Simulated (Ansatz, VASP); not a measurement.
**BaTiO3 (Barioperovskite): VASP beside Ansatz**

The input INCAR:

```
SYSTEM = BaTiO3
PREC = Accurate
ENCUT = 520
EDIFF = 1E-6
ISMEAR = -1
SIGMA = 0.05
LREAL = .FALSE.
LASPH = .TRUE.
NELM = 150
ALGO = Normal
ISIF = 2
LWAVE = .FALSE.
LCHARG = .FALSE.
LMAXMIX = 4
LDAU = .TRUE.
LDAUTYPE = 2
LDAUL = -1 2 -1
LDAUU = 0 4 0
LDAUJ = 0 0 0
LDAUPRINT = 1
GGA = PS
NBANDS = 28
```

The input KPOINTS:

```
Automatic mesh
0
G
  7 7 7
  0 0 0
```

Contents of POSCAR:

```
BaTiO3
1.0
    3.9855000000      0.0000000000      0.0000000000
    0.0000000000      2.8369000000      2.8451500000
    0.0000000000     -2.8369000000      2.8451500000
Ba Ti O
1 1 3
Direct
    0.0000000000      0.0000000000      0.0000000000
    0.5000000000      0.5124000000      0.5124000000
    0.5000000000      0.9918400000      0.5052400000
    0.5000000000      0.5052400000      0.9918400000
    0.0000000000      0.4874000000      0.4874000000
```

Contents of input.yaml:

```yaml
crystal:
  lattice:
    - [3.9855, 0.0, 0.0]
    - [0.0, 2.8369, 2.84515]
    - [0.0, -2.8369, 2.84515]
  atoms:
    - { symbol: Ba, position: [0.0, 0.0, 0.0] }
    - { symbol: Ti, position: [0.5, 0.5124, 0.5124] }
    - { symbol: O, position: [0.5, 0.99184, 0.50524] }
    - { symbol: O, position: [0.5, 0.50524, 0.99184] }
    - { symbol: O, position: [0.0, 0.4874, 0.4874] }
hamiltonian:
  xc: pbesol
  pseudopotentials: { kind: paw }
  hubbard: { sites: [{ species: Ti, l: d, u_eff: 4.0 }] }
kpoints:
  mp_grid: { grid: [7, 7, 7] }
scf:
  occupations: { method: fermi_dirac, width: 0.05 }
  n_extra_bands: 12
output:
  forces: true
  stress: true
  eigenvalues: true
  dos: { projected: true, de: 0.05, nscf_kmesh: { grid: [11, 11, 11] } }
```

Alike in both runs: functional PBEsol; k mesh 7 × 7 × 7; occupations fermi-dirac, width 0.05 eV; no spin polarisation; Hubbard terms Ti d U = 4.0 eV.

|  | VASP | Ansatz |
| --- | --- | --- |
| version | VASP 6.6.1 | Ansatz 0.2.0 |
| potentials or method | VASP PAW PBE potentials, release 64 (Ba_sv, Ti_sv, O) | Ansatz PAW |
| plane-wave cutoff (eV) | 520 | 420 |
| valence electrons in the cell | 40 | 40 |
| task | single point | projected density of states |

|  | VASP | Ansatz | Ansatz less VASP |
| --- | --- | --- | --- |
| gap on the k mesh at the Fermi level (eV) | 2.33 | 2.38 | +0.048 |
| least direct gap on the mesh (eV) | 2.50 | 2.52 | +0.017 |
| pressure (GPa) | 1.2 | -2.6 | -3.82 |
| largest component of the traceless stress (GPa) | 0.38 | 0.37 | -0.014 |
| rms of the force components (eV/Å) | 0.161 | 0.099 | -0.0628 |

The programs project onto different local orbitals, so the same U acts differently. Atom by atom the forces differ by 0.136 eV/Å (rms over components).

Caveats: spin-orbit coupling is left out, which moves the levels of the heavy elements; the PAW data sets were made with another functional, which shifts forces and pressure a little (VASP); an odd mesh through Γ misses points on the zone boundary, where band edges often lie (VASP); odd divisions of the mesh miss points on the zone boundary, where band edges often lie, so the gap on the mesh can be too wide (Ansatz); the pressure holds a Pulay correction of +0.6 GPa for the finite cutoff (Ansatz); the PAW data sets come from PBE, with cores solved anew for the run's functional, which leaves a small shift of forces and pressure (Ansatz); the density of states is complete only up to the lowest level of the last band computed (Ansatz).
